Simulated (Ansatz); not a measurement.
Runs of Ansatz 0.2.0 on V. Symmetry: Im-3m, No. 229, cubic system. The conventional cell has a = 3.029 Å, b = 3.029 Å, c = 3.029 Å, α = 90.00°, β = 90.00°, γ = 90.00°. Around V (site symmetry m-3m) lie 8 V at 2.62 Å. 

```tsv
task	level	cell	k mesh	cutoff (eV)	smearing	pressure (GPa)	moment (μB)	relaxed volume (Å³/atom)
relaxation of cell and atoms	revPBE	relaxed	9 × 9 × 9	-	fermi-dirac 0.05 eV	0.0	0.18	(b)
relaxation of cell and atoms	revPBE	relaxed	12 × 12 × 12	-	fermi-dirac 0.05 eV	0.0	0.00	(a)
relaxation of cell and atoms	BLYP	relaxed	9 × 9 × 9	-	fermi-dirac 0.05 eV	0.0	0.00	13.78
relaxation of cell and atoms	RPBE	relaxed	9 × 9 × 9	-	fermi-dirac 0.05 eV	0.0	0.20	13.78
single point	PBE	as given	12 × 12 × 12	258	gaussian 0.014 eV	-5.3	0.12	-
```

Alike in all rows: potentials or basis all-electron LAPW, scalar-relativistic; spin collinear, ferromagnetic start; basis error allowed 0.001 eV/atom.

Task: Fill in the values left out.

Result: (a) 13.69; (b) 13.68.

Caveats: the starting moments weren't kept; the k mesh is thin for a metal, which can move the energy by tens of meV per atom (some runs).
